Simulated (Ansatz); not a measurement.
Cu$_{2}$O: computed properties

These are results of DFT PBE+U, scalar-relativistic, plane waves, PAW in Ansatz 0.2.0, not measurements.

Plane waves to 420 eV, a k mesh through Γ of 6×6×6 on the computed 6-atom cell and Gaussian smearing (0.02 eV); U_eff Cu 4.00 eV on the d shells (Löwdin-orthogonalised atomic orbitals); no spin polarisation.

The structure is relaxed at this level of theory with its symmetry kept.

```cif
data_structure
_symmetry_space_group_name_H-M 'P 1'
_symmetry_Int_Tables_number 1
_cell_length_a 4.3314
_cell_length_b 4.3314
_cell_length_c 4.3314
_cell_angle_alpha 90.000
_cell_angle_beta 90.000
_cell_angle_gamma 90.000
_cell_volume 81.26
loop_
_atom_site_label
_atom_site_type_symbol
_atom_site_fract_x
_atom_site_fract_y
_atom_site_fract_z
_atom_site_occupancy
Cu1 Cu 0.25000 0.25000 0.25000 1
Cu2 Cu 0.25000 0.75000 0.75000 1
Cu3 Cu 0.75000 0.75000 0.25000 1
Cu4 Cu 0.75000 0.25000 0.75000 1
O1 O 0.00000 0.00000 0.00000 1
O2 O 0.50000 0.50000 0.50000 1
```

```json
{
  "Space group": "Pn-3m (No. 224)",
  "Volume per atom": "13.54 Å³",
  "Kohn–Sham band gap": "0.68 eV, direct at Γ",
  "Löwdin character of the top 1 eV of the valence band": "Cu 3d 61 %, O 2p 24 %, Cu 4s 13 %",
  "Löwdin character of the lowest 1 eV of the conduction band": "Cu 3d 36 %, Cu 4s 30 %, O 2s 20 %, O 2p 12 %",
  "Electron masses at the edge by Cartesian direction of the standard setting (m_e; degenerate bands sorted by energy; no spin-orbit coupling)": "x: 0.73; y: 0.73; z: 0.73",
  "Hole masses at the edge by Cartesian direction of the standard setting (m_e; degenerate bands sorted by energy; no spin-orbit coupling)": "x: 3.4, 3.4, 0.21; y: 3.4, 3.4, 0.21; z: 3.4, 3.4, 0.21",
  "Bulk modulus": "101 GPa",
  "Its pressure derivative": "4.8",
  "Bader charges (e)": "Cu (4 in the cell) 0.53, O (2 in the cell) -1.06"
}
```

A ferromagnetic start lost its moments in a first run, so spin was left out; other magnetic orders weren't tried.

Cost: 11 runs of about 3.8 core-minutes in all, on Intel Xeon Platinum 8375C (Ice Lake) (shared hosts).